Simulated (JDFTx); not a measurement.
Runs of JDFTx 1.7.0 (patched build) on HfO2. Symmetry: Fm-3m, No. 225, cubic system. The conventional cell has a = 5.115 Å, b = 5.115 Å, c = 5.115 Å, α = 90.00°, β = 90.00°, γ = 90.00°. Hf (site symmetry m-3m) is surrounded by 8 O at 2.21 Å. O (site symmetry -43m) has 4 Hf at 2.21 Å as nearest neighbours. Measurements of this composition are mostly on another form, of space group No. 14.

| task | level | potentials or basis | spin | U | cell | k mesh | cutoff (eV) | smearing | max SCF steps | SCF threshold on the energy | solver of the electrons | further solve for the empty bands | band ratio of the Davidson solver | mesh quality | gap on the mesh (eV) | pressure (GPa) | relaxed volume (Å³/atom) |
| --- | --- | --- | --- | --- | --- | --- | --- | --- | --- | --- | --- | --- | --- | --- | --- | --- | --- |
| single point | BLYP | PseudoDojo-SR-PBE-0.5-standard | off | - | as given | 9 × 9 × 9 | 1143 | fermi-dirac 0.05 eV | 100 | 1e-09 Ha | scf | yes | - | not flagged | 3.92 | 1.6 | - |
| single point | PBE | PseudoDojo-SR-PBE-0.5-standard with smoothed tails | off | - | as given | 4 × 4 × 4 | 1143 | fermi-dirac 0.05 eV | 100 | 1e-09 Ha | scf | yes | - | coarse | 3.77 | (a) | - |
| single point | LDA | PseudoDojo-SR-LDA-0.4.1-standard with smoothed tails | off | - | as given | 9 × 9 × 9 | 1143 | fermi-dirac 0.05 eV | 100 | 1e-09 Ha | scf | yes | - | not flagged | 3.67 | -22.0 | - |
| single point | RPBE+U | SPMS-PBE-1.0 with smoothed tails | off | Hf d U = 5.3 eV | as given | 6 × 6 × 6 | 1361 | fermi-dirac 0.1 eV | 100 | 1e-09 Ha | scf | yes | - | coarse | 4.79 | 5.4 | - |
| relaxation of cell and atoms | PBE+D3 | PseudoDojo-SR-PBE-0.5-standard | off | - | relaxed | 9 × 9 × 9 | 1143 | fermi-dirac 0.05 eV | 100 | 1e-09 Ha | scf | no | - | not flagged | 3.97 | 0.0 | 10.78 |
| single point | r2SCAN | SG15-PBE-1.2 | off | - | as given | 4 × 4 × 4 | 1088 | fermi-dirac 0.05 eV | 100 | 1e-09 Ha | scf | yes | - | coarse | 3.86 | -15.4 | - |
| relaxation of cell and atoms | RPBE | PseudoDojo-SR-PBE-0.5-standard | off | - | relaxed | 9 × 9 × 9 | 1143 | fermi-dirac 0.05 eV | 100 | 1e-09 Ha | scf | no | - | not flagged | (b) | 0.0 | 11.13 |

Q: Estimate the missing entries.

A: (a) -4.8; (b) 4.02.

Caveats: some runs use coarse meshes; spin-orbit coupling is left out, which moves the levels of the heavy elements; the potentials were made for another functional, which shifts forces and pressure (some runs); an odd mesh through Γ misses points on the zone boundary, where band edges often lie (some runs); so large a pressure means that the cell lies far from this level's equilibrium, or that cutoff or potentials fall short (some runs); the empty levels aren't tightly converged (some runs).

A k mesh can miss the band edges, and the runs leave out spin-orbit coupling on Hf.

Not every run made on this cell is shown here.
